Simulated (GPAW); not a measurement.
Here is a GPAW 26.7.0 calculation.

File run.py:

```python
from ase import Atoms
from ase.dft.bandgap import bandgap
from ase.io import write
from ase.units import Bohr, GPa
from gpaw import GPAW, PW
from gpaw.elf import elf_from_dft_calculation

atoms = Atoms(['Ni', 'O'],
              cell=[[2.7830607868, 0.0, 0.0],
                    [-1.3915303934, 2.4102013417, 0.0],
                    [0.0, 0.0, 2.71612944]],
              scaled_positions=[[0.0, 0.0, 0.0],
                                [0.6666666667, 0.3333333333, 0.5]],
              pbc=True)
atoms.set_initial_magnetic_moments([0.0, 0.0])

calc = GPAW(mode=PW(800),
            xc='LDA',
            kpts={'size': (8, 8, 7), 'gamma': True},
            occupations={'name': 'methfessel-paxton', 'order': 0, 'width': 0.05},
            setups={'Ni': ':d,7.0'},
            spinpol=True,
            nbands=22,
            convergence={'density': 1e-05, 'energy': 1e-05},
            maxiter=150,
            txt='gpaw.txt')
atoms.calc = calc
energy = atoms.get_potential_energy()
forces = atoms.get_forces()
stress = atoms.get_stress()
calc.write('gs.gpw')
write('result.traj', atoms)
print(f'Energy: {energy:.6f} eV')
print('Forces (eV/A):')
print(forces.round(4))
print('Stress (GPa):', (stress / GPa).round(3))
print('Moments:', calc.get_magnetic_moments().round(3))
print('Fermi level:', round(calc.get_fermi_level(), 4), 'eV')
print(f'Gap: {bandgap(calc)[0]:.4f} eV, direct: {bandgap(calc, direct=True)[0]:.4f} eV')

# fields on the real-space grid
write('density.cube', atoms, data=calc.get_pseudo_density() * Bohr**3)
write('potential.cube', atoms, data=calc.get_electrostatic_potential())
write('spin.cube', atoms, data=(calc.get_pseudo_density(spin=0) - calc.get_pseudo_density(spin=1)) * Bohr**3)
write('elf.cube', atoms, data=elf_from_dft_calculation(calc).data)
```

Potentials or basis: the program's PAW data sets (release 1.2.1) made for this functional, pw.

The run is started by

```console
$ OMP_NUM_THREADS=1 python run.py
```

Q: Predict the net moment.

A: 0.00 μB per cell.

Q: Predict the band gap on the k mesh.

A: None (metal or under the smearing width).

Q: What does it give for the pressure?

A: -20.0 GPa.

Stress tensor (GPa, compression positive):
```
-17.70   0.00   0.00
  0.00 -17.70   0.00
  0.00   0.00 -24.51
```

Caveat: the stock nickel data set gives pressures a few GPa off other programs; the run has no moments, though such compounds are often magnetic; a magnetic state may lie lower.
